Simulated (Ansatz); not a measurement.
The system is La2O3.

```
CELL_PARAMETERS angstrom
3.93078 0.00000 0.00000
-1.96539 3.40415 0.00000
0.00000 0.00000 6.11195
ATOMIC_POSITIONS crystal
La 0.33333 0.66667 0.24624
La 0.66667 0.33333 0.75376
O 0.00000 0.00000 0.00000
O 0.33333 0.66667 0.64589
O 0.66667 0.33333 0.35411
```

The cell is a database's computed one.

Base run:

| Quantity | Value |
| --- | --- |
| Program | Ansatz 0.2.0 |
| Functional | PBE |
| Potentials or basis | all-electron LAPW, scalar-relativistic |
| Cutoff | 259 eV (chosen from the basis error) |
| Basis error allowed | 0.002 eV/atom |
| k mesh | 5 × 5 × 3 |
| Occupations | fermi-dirac, width 0.04 eV |
| Spin | no spin polarisation |

Its results: band gap on the k mesh 4.02 eV, indirect (least direct gap 4.16 eV); pressure 1.9 GPa; largest force 0.016 eV/Å.

Q: The run is repeated on the same cell with these changes: k mesh from 5 × 5 × 3 to 8 × 8 × 5; occupations from fermi-dirac, width 0.04 eV to fermi-dirac, width 0.05 eV. What comes out?

A: Band gap on the k mesh 3.88 eV, indirect (least direct gap 4.06 eV); pressure 1.9 GPa; largest force 0.016 eV/Å.

Caveats: spin-orbit coupling is left out, which moves the levels of the heavy elements; an odd mesh through Γ misses points on the zone boundary, where band edges often lie (some runs).
